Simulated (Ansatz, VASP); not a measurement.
# Si53PtC54 (Pt_Si): VASP beside Ansatz

Aim: how closely do two programs agree when they are given the same cell, functional and k mesh? The cell is taken from a series of runs on this material, whose earlier steps may have relaxed, scaled, displaced or heated it; both programs get it as it stands.

Calculated with Ansatz 0.2.0; plane waves, with VASP 6.6.1 beside it; single point at r2SCAN.

**1. The starting structure**

The cell holds 108 atoms: 53 Si, 54 C and 1 Pt. Its edges and angles: a = 9.236 Å, b = 9.236 Å, c = 15.108 Å, α = 90.0°, β = 90.0°, γ = 120.0°. It derives from SiC (SiC (P6_3mc)). Nearest the centre at fractional (0.667, 0.667, 0.500): Pt108 at 0.06 Å, C88 at 2.01 Å, C82 at 2.02 Å, C103 at 2.03 Å, C106 at 2.09 Å, Si35 at 3.07 Å, Si27 at 3.07 Å, Si50 at 3.07 Å.

**2. Ansatz: single point, r2SCAN**

Ansatz runs on its PAW soft_1 files.

A single point gives forces, pressure and levels at one fixed geometry, so differences don't come from the geometry; what else differs is listed under the comparison.

Input file input.yaml:

```yaml
crystal:
  checkpoint: "../q0.relax.run"
  host: checkpoint
basis:
  ecutwfc: 500
  xc_grid: 2
hamiltonian:
  xc: r2scan
  pseudopotentials: { kind: paw, azcp: { folder: soft_1 } }
kpoints:
  mp_grid: { grid: [2, 2, 2], shift: [0.5, 0.5, 0.5] }
scf:
  occupations: { method: fermi_dirac, width: 0.01 }
  max_iter: 80
output:
  forces: true
  eigenvalues: true
  charged_corrections:
    epsilon: [7.09, 7.09, 7.35]
    static_epsilon: [10.43, 10.43, 10.95]
    defect_position: [0.666667, 0.666667, 0.499722]
  eigenstates: { localisation: true }
  populations: true
  band_densities: [{ bands: [v1, v1] }, { bands: [c1, c1] }]
  write_density: true
  write_potential: true
  volumetric_format: npy
checkpoint:
  read: "../q0.relax.run"
  write: "../q0.point.run"
  compress: false
  write_wavefunctions: false
  write_every: 100000
```

Command:

```bash
ansatz run input.yaml --threads 4 --pin off --max-ram 15073MiB --backend cpu --events-out ev --progress --plain --runs-dir out
```

Numbers of over 12 decimals in the logs are rounded to 6 here.

Output:

```text
crystal.checkpoint: the structure is that of <dir>, a `relax` run, at its step 6: its result, under r2scan at a charge of 0 e; 108 atoms read, 0 with a starting moment; crystal.structure_sha256 for this input is
Engine: ansatz 0.2.0, aarch64-unknown-linux-gnu
Pseudopotentials: kind: paw
Pseudopotential: Si, paw, valence charge 4, recommended cutoff 500 eV (meta_gga), soft_1/Si.paw.azcp
Pseudopotential: C, paw, valence charge 4, recommended cutoff 500 eV (meta_gga), soft_1/C.paw.azcp
Pseudopotential: Pt, paw, valence charge 18, recommended cutoff 500 eV (meta_gga), soft_1/Pt.paw.azcp
Functional definition: r2SCAN
  parameter k0 = 0.174
  parameter k1 = 0.065
  parameter a1 = 4.9479
  exchange = r2scan_x(k0 = k0, k1 = k1, a1 = a1)
  correlation = r2scan_c
Crystal: 108 atoms, lattice volume = 1116.095 Å³
Basis set: ecut = 500 eV, 28399 PW (Γ), exchange–correlation on 144×144×240 points (8 copies of the dense FFT grid, shifted against one another)
Bands: 331, of which v1, the nominal top of the filled ones, is band 223 counted from 1 (222 counted from 0)
Symmetry: 1 space group operations
Space group: P1 (ITA 1), of the structure as read, at distance tolerance 1.0e-4 Å
k-points: 4 of 8 (time reversal used)
Non-local potential: Si, projectors of the file, l = 0: 2, l = 1: 2, l = 2: 1
Non-local potential: C, projectors of the file, l = 0: 2, l = 1: 2, l = 2: 1
Non-local potential: Pt, projectors of the file, l = 0: 3, l = 1: 2, l = 2: 2, l = 3: 1
PAW form: soft (Blöchl's): semilocal exchange-correlation on the pseudo side does not see the compensation charge
PAW frozen core: Si, regenerated for the run's functional (the file was generated under x = pbe(κ = 0.804, μ = 0.219515), c = pbe(β = 0.066725))
PAW frozen core: C, regenerated for the run's functional (the file was generated under x = pbe(κ = 0.804, μ = 0.219515), c = pbe(β = 0.066725))
PAW frozen core: Pt, regenerated for the run's functional (the file was generated under x = pbe(κ = 0.804, μ = 0.219515), c = pbe(β = 0.066725))
PAW one-centre angular grid: Si, 302 points (default); XC on 160 Gauss nodes
PAW one-centre angular grid: C, 302 points (default); XC on 219 of its mesh's 2255 points in the sphere
PAW one-centre angular grid: Pt, 590 points (default); XC on 160 Gauss nodes
Initial density: read from a saved state, or passed on in memory by an earlier SCF of this step, an earlier step, the calling program or the single point that the run made first
Stability of the state it starts from, as read at its close in the unpolarized treatment: not read negative (Ritz values of 1 − χ₀K, real part plus size of imaginary part, from 1.1 to 1.7, by its mixing steps under no symmetry)
Initial wavefunctions: pseudopotential atomic-orbital guess — the wavefunctions supplied were not used: k-point sampling differs
Functional: x = r2scan, c = r2scan; τ floored in thin density (d = 2e-4 eV/Å³)
iter 1 solved again at ethr=8.18e-5 eV; its pass at ethr=3.10e-3 eV (dr2=3.65e-1 eV) is discarded
SCF iter   1: F=—  HF=-60025.668055 eV  |F-HF|=—  |Δ(HF+E_count)|=         —  Δρ=5.18e-3  dr2=3.62e-1  dr2_τ=1.64e-2  ethr=8.18e-5  ⟨swp⟩=7.2  Hψ=9222  notcnv=0
preconditioner: auto → Resta (q_TF=auto, 2.342 Å⁻¹)  ε∞=4.4  [insulator: Δε(μ)=0.176 eV  Ē_g=12.676 eV  σ=0.010 eV  W_gap=1.00  n_scr=244 (ndim 8)  ℏωp=23.3 eV  f_vac=0.000  D(μ)=0.02/eV (n_scr^D=0)  ε∞_Penn≈4.4]
SCF iter   2: F=—  HF=-60025.621391 eV  |F-HF|=—  |Δ(HF+E_count)|=   4.67e-2  Δρ=2.02e-3  dr2=3.12e-2  dr2_τ=6.38e-3  ethr=8.12e-5  ⟨swp⟩=7.0  Hψ=2883  notcnv=0
SCF iter   3: F=—  HF=-60025.625144 eV  |F-HF|=—  |Δ(HF+E_count)|=   3.75e-3  Δρ=1.05e-3  dr2=8.09e-3  dr2_τ=3.71e-4  ethr=6.99e-6  ⟨swp⟩=3.8  Hψ=2609  notcnv=0  defer=97
SCF iter   4: F=—  HF=-60025.627174 eV  |F-HF|=—  |Δ(HF+E_count)|=   2.03e-3  Δρ=2.72e-4  dr2=1.06e-3  dr2_τ=1.28e-4  ethr=1.81e-6  ⟨swp⟩=2.0  Hψ=2219  notcnv=0  defer=97
SCF iter   5: F=—  HF=-60025.627228 eV  |F-HF|=—  |Δ(HF+E_count)|=   5.36e-5  Δρ=1.16e-4  dr2=2.20e-4  dr2_τ=2.95e-5  ethr=2.37e-7  ⟨swp⟩=2.0  Hψ=2114  notcnv=0  defer=97
SCF iter   6: F=—  HF=-60025.627179 eV  |F-HF|=—  |Δ(HF+E_count)|=   4.87e-5  Δρ=2.94e-5  dr2=7.13e-6  dr2_τ=8.68e-7  ethr=4.92e-8  ⟨swp⟩=2.0  Hψ=2111  notcnv=0  defer=97
SCF iter   7: F=—  HF=-60025.626735 eV  |F-HF|=—  |Δ(HF+E_count)|=   4.44e-4  Δρ=1.27e-5  dr2=2.59e-6  dr2_τ=3.46e-7  ethr=1.60e-9  ⟨swp⟩=2.0  Hψ=2112  notcnv=0  defer=97
SCF iter   8: F=—  HF=-60025.626735 eV  |F-HF|=—  |Δ(HF+E_count)|=  1.09e-10  Δρ=4.15e-6  dr2=2.31e-7  dr2_τ=4.33e-8  ethr=5.81e-10  ⟨swp⟩=2.0  Hψ=2115  notcnv=0  defer=97
SCF iter   9: F=-60025.626735 eV  HF=-60025.626735 eV  |F-HF|=3.85e-9  |Δ(HF+E_count)|=   2.09e-8  Δρ=1.04e-6  dr2=1.07e-8  dr2_τ=6.09e-10  ethr=2.24e-11  ⟨swp⟩=13.5  Hψ=8883  notcnv=0
SCF 1 converged in 9 iterations: F = -60025.626735 eV  dr2 = 1.07e-8
[...]
k-point 3: bands = [... 219 lower, 9.2478, 9.2794, 9.4922, 10.8368, 11.1057, 11.3169, 12.2715, 12.5650, ... 104 higher]
--- Löwdin populations: 108 sites ---
  site symbol       q [e]
     0     Si      2.9315
     1     Si      2.9329
     2     Si      2.9410
     3     Si      2.9468
     4     Si      2.9496
     5     Si      2.9460
     6      C      4.9870
     7      C      4.9848
     8      C      4.9700
     9      C      4.9735
    10      C      4.9845
    11      C      4.9738
    12     Si      2.9329
    13     Si      2.9297
    14     Si      2.9473
    15     Si      2.9466
    16     Si      2.9455
    17     Si      2.9467
    18      C      4.9844
    19      C      4.9852
    20      C      4.9693
    21      C      4.9716
    22      C      4.9755
    23      C      4.9739
[...]
100     Pt     17.0807
   101     Si      2.9463
   102      C      4.9852
   103      C      4.9130
   104      C      4.9761
   105      C      4.9645
   106      C      4.9196
   107      C      4.9734
  spilling = 0.010074 (of n_electrons = 446.000000)
--- Band densities, each state counted as filled ---
  window                                       electrons  max residual (eV)  cut levels
  bands: [v1, v1]                               2.000000             3.5e-9           0
  bands: [c1, c1]                               2.000000             2.3e-4           0
```

**3. VASP: single point, r2SCAN**

The same cell, functional, mesh and smearing now go to VASP, with its own data sets.

Lines of VASP's logs that name or quote its potential files are left out, and so is its time.

Input file INCAR:

```
SYSTEM = Si53PtC54
PREC = Accurate
ENCUT = 580
EDIFF = 1E-06
NELM = 120
ISMEAR = -1
SIGMA = 0.01
LREAL = Auto
ALGO = Normal
METAGGA = R2SCAN
LASPH = .TRUE.
NBANDS = 296
LORBIT = 11
LWAVE = .FALSE.
LCHARG = .FALSE.
ISIF = 2
ISYM = 0
GGA_COMPAT = .FALSE.
EFERMI = MIDGAP
LMIXTAU = .TRUE.
KPAR = 4
```

Input file POSCAR:

```
Si53PtC54
1.0
    9.2359949282      0.0000000000      0.0000000000
   -4.6179974641      7.9986062370      0.0000000000
    0.0000000000      0.0000000000     15.1078644027
Si C Pt
53 54 1
Direct
    0.1123704949      0.2226330425      0.8328880685
    0.2191332928      0.1084064277      0.3322328826
[... 2 atom lines left out ...]
    0.0035321600      0.0064911834      0.5008248272
[... 2 atom lines left out ...]
    0.2207151684      0.4436370398      0.3325024562
    0.2236707801      0.4460865667      0.6660218780
[... 1 atom line left out ...]
    0.0010979783      0.3373982561      0.4996218747
[... 5 atom lines left out ...]
    0.0015554134      0.6699827932      0.5004108146
[... 8 atom lines left out ...]
    0.5490724089      0.4362791039      0.3298381389
    0.5563535139      0.4460582084      0.6659683036
[... 1 atom line left out ...]
    0.3306209493      0.3307287056      0.4976921502
[... 2 atom lines left out ...]
    0.5520802259      0.7761193334      0.3322395811
    0.5592638177      0.7821911967      0.6693260269
[... 1 atom line left out ...]
    0.3347406571      0.6672498681      0.4995644011
[... 2 atom lines left out ...]
    0.8879233536      0.1106115460      0.3330896318
    0.8907917215      0.1141870516      0.6666707752
[... 1 atom line left out ...]
    0.6710096635      0.0058117659      0.4998078852
[... 2 atom lines left out ...]
    0.8873362877      0.4440498391      0.3326809214
    0.8894623776      0.4465898262      0.6661364235
[... 1 atom line left out ...]
    0.6654975307      0.3314189416      0.4976505465
[... 2 atom lines left out ...]
    0.8872031316      0.7767462342      0.3331605370
    0.8937421731      0.7839857787      0.6694533753
[... 3 atom lines left out ...]
    0.9977726795      0.9991067540      0.3750457322
[... 2 atom lines left out ...]
    0.2233374262      0.1132672667      0.5413622699
[... 5 atom lines left out ...]
    0.2236087873      0.4456960403      0.5411525374
[... 2 atom lines left out ...]
    0.9981242653      0.6667655940      0.3750700169
    0.1155964505      0.8916071247      0.7103761017
[... 1 atom line left out ...]
    0.2246654924      0.7803147450      0.5422642136
[... 3 atom lines left out ...]
    0.4453227427      0.2230264230      0.7080085615
[... 1 atom line left out ...]
    0.5560191493      0.1117546906      0.5416377552
[... 2 atom lines left out ...]
    0.3288876661      0.3299594173      0.3729038437
    0.4463688809      0.5576920085      0.7077966247
    0.5525522221      0.4401874297      0.2056458555
    0.5426591469      0.4253328539      0.5400672704
[... 2 atom lines left out ...]
    0.3315959890      0.6664033100      0.3746269589
    0.4456779321      0.8910581452      0.7094146640
    0.5540795545      0.7765232301      0.2073867471
    0.5557221067      0.7916327846      0.5461489155
[... 2 atom lines left out ...]
    0.6655763859      0.9987468827      0.3746137478
[... 2 atom lines left out ...]
    0.8917689373      0.1165894791      0.5419191092
[... 2 atom lines left out ...]
    0.6644061017      0.3308997965      0.3730057199
    0.7792840067      0.5583283796      0.7076691653
[... 1 atom line left out ...]
    0.8881728144      0.4469240103      0.5411498538
[... 2 atom lines left out ...]
    0.6570271130      0.6558408873      0.3657698492
    0.7811043828      0.8930316668      0.7098756163
    0.8867477334      0.7761410475      0.2079021222
    0.9112086295      0.7988324743      0.5480841521
[... 1 atom line left out ...]
    0.6733398297      0.6687072907      0.5012706138
```

Input file KPOINTS:

```
Points of the shifted mesh
8
Reciprocal
 0.2500000000  0.2500000000  0.2500000000 1
 0.2500000000  0.2500000000  0.7500000000 1
 0.2500000000  0.7500000000  0.2500000000 1
 0.2500000000  0.7500000000  0.7500000000 1
 0.7500000000  0.2500000000  0.2500000000 1
 0.7500000000  0.2500000000  0.7500000000 1
 0.7500000000  0.7500000000  0.2500000000 1
 0.7500000000  0.7500000000  0.7500000000 1
```

Potentials, in the order of the species: Si, C and Pt (PBE family, release 64).

Command:

```bash
mpirun -np 8 vasp_std
```

Output:

```text
[banner, memory and clock lines left out]
running    8 mpi-ranks, on    1 nodes
[...]
|                                                                             |
|           W    W    AA    RRRRR   N    N  II  N    N   GGGG   !!!           |
|           W    W   A  A   R    R  NN   N  II  NN   N  G    G  !!!           |
|           W    W  A    A  R    R  N N  N  II  N N  N  G       !!!           |
|           W WW W  AAAAAA  RRRRR   N  N N  II  N  N N  G  GGG   !            |
|           WW  WW  A    A  R   R   N   NN  II  N   NN  G    G                |
|           W    W  A    A  R    R  N    N  II  N    N   GGGG   !!!           |
|                                                                             |
|     For optimal performance we recommend to set                             |
|       NCORE = 2 up to number-of-cores-per-socket                            |
|     NCORE specifies how many cores store one orbital (NPAR=cpu/NCORE).      |
|     This setting can greatly improve the performance of VASP for DFT.       |
[...]
|               ----> ADVICE to this user running VASP <----                  |
|                                                                             |
|     You enforced a specific xc type in the INCAR file but a different       |
|     [... a line on the potential file left out ...]
|     I HOPE YOU KNOW WHAT YOU ARE DOING!                                     |
|                                                                             |

 LDA part: xc-table for (None), standard interpolation
 POSCAR, INCAR and KPOINTS ok, starting setup
[...]
entering main loop
       N       E                     dE             d eps       ncg     rms          rms(c)
DAV:   1     0.122988223080E+04    0.12299E+04   -0.22144E+05  4736   0.152E+03
DAV:   2    -0.107445059940E+04   -0.23043E+04   -0.21747E+04  5728   0.258E+02
DAV:   3    -0.124469776543E+04   -0.17025E+03   -0.16817E+03  5784   0.646E+01
DAV:   4    -0.124867553157E+04   -0.39778E+01   -0.39586E+01  5696   0.107E+01
[...]
DAV:  21    -0.108106727423E+04   -0.29198E-04   -0.64112E-06  5096   0.623E-03    0.360E-03
DAV:  22    -0.108106730070E+04   -0.26470E-04   -0.94796E-06  5032   0.828E-03    0.235E-03
DAV:  23    -0.108106729998E+04    0.72054E-06   -0.67191E-07  2952   0.199E-03
   1 F= -.10810673E+04 E0= -.10810673E+04  d E =-.222976E-04
```

Parts of OUTCAR (step 3):

```text
  FREE ENERGIE OF THE ION-ELECTRON SYSTEM (eV)
  ---------------------------------------------------
  free  energy   TOTEN  =     -1081.0672999818 eV

  energy  without entropy=    -1081.0672776842  energy(sigma->0) =    -1081.06728883
```

The run ends at a pressure of 1.09 GPa, with forces up to 0.61 eV/Å.

**4. Side by side**

Known differences besides the potentials themselves: VASP keeps PBE cores, Ansatz makes them for the functional; the data sets hold 446 valence electrons in Ansatz (on its PAW soft_1 files) and 438 in VASP; the cutoff is 500 eV in Ansatz and 580 eV in VASP (PREC = Accurate, projectors in real space). Total energies have different zeros and are not compared.

The two programs side by side:

| quantity | Ansatz | VASP | difference |
| --- | --- | --- | --- |
| gap on the k mesh (eV) | 0.174 | 0.171 | +0.003 |

Forces on 7 of the 108 atoms, those with the largest forces and the largest differences (eV/Å; atoms numbered as in POSCAR):

| atom | Ansatz x, y, z | VASP x, y, z |
| --- | --- | --- |
| Si3 | 0.094, 0.034, 0.318 | 0.093, 0.035, 0.316 |
| Si5 | -0.274, 0.269, -0.369 | -0.272, 0.259, -0.359 |
| Si29 | -0.368, 0.175, -0.296 | -0.361, 0.174, -0.291 |
| C82 | 0.278, 0.086, 0.247 | 0.271, 0.028, 0.267 |
| C88 | -0.149, -0.036, 0.411 | -0.203, -0.009, 0.432 |
| C103 | 0.328, -0.006, -0.458 | 0.327, -0.003, -0.509 |
| C106 | 0.055, -0.407, 0.288 | 0.096, -0.379, 0.302 |

The forces differ by 6.7 meV/Å r.m.s., which is 7.5 % of the r.m.s. force of 0.090 eV/Å (both taken over all components). A gap on the mesh is an upper bound, since the band edges may lie between its points; neither run holds spin-orbit coupling, which can move the band edges of a compound of Pt.

**5. Outcome**

| Property | Result |
| --- | --- |
| r.m.s. force difference (single point, r2SCAN) | 6.7 meV/Å |

The r.m.s. force difference is 6.7 meV/Å (single point, r2SCAN), within the 12 meV/Å picked in this series as the mark of a large difference. The data sets hold unlike numbers of valence electrons (446 in Ansatz and 438 in VASP), so part of the differences comes from the potentials. Such differences can come from data sets, numerical settings and the points named under the comparisons, not from the functional's error against experiment.

[Lines on the potential files, build, host, timing and source positions are cut from VASP's logs without a mark.]

[Logs are printed without paths, hosts, clocks, repeated set-up lines and the standing remarks that a program may print on its own settings, such as how far it seeks lower states.]

[Hosts, paths, dates, database ids (printed as entryN), source tags and the programs' standing remarks are cut or masked in the printed files.]
